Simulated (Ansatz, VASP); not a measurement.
## LiF: VASP beside Ansatz

```xyz
2
Lattice="0.0000 2.0140 2.0140 2.0140 0.0000 2.0140 2.0140 2.0140 0.0000" Properties=species:S:1:pos:R:3 pbc="T T T"
Li    0.0000    0.0000    0.0000
F     2.0140    2.0140    2.0140
```

Alike in both runs: task single point; functional PBE; k mesh 10 × 10 × 10; occupations gaussian, width 0.05 eV; no spin polarisation.

|  | VASP | Ansatz |
| --- | --- | --- |
| version | VASP 6.6.1 | Ansatz 0.2.0 |
| potentials or method | VASP PAW PBE potentials, release 64 (Li_sv, F) | scalar-relativistic, plane waves, PAW |
| plane-wave cutoff (eV) | 520 | 420 |
| valence electrons in the cell | 10 | 10 |

```csv
,VASP,Ansatz,Ansatz less VASP
gap on the k mesh at the Fermi level (eV),9.09,9.09,+0.002
least direct gap on the mesh (eV),9.09,9.09,+0.002
```

 A k mesh can miss the band edges.
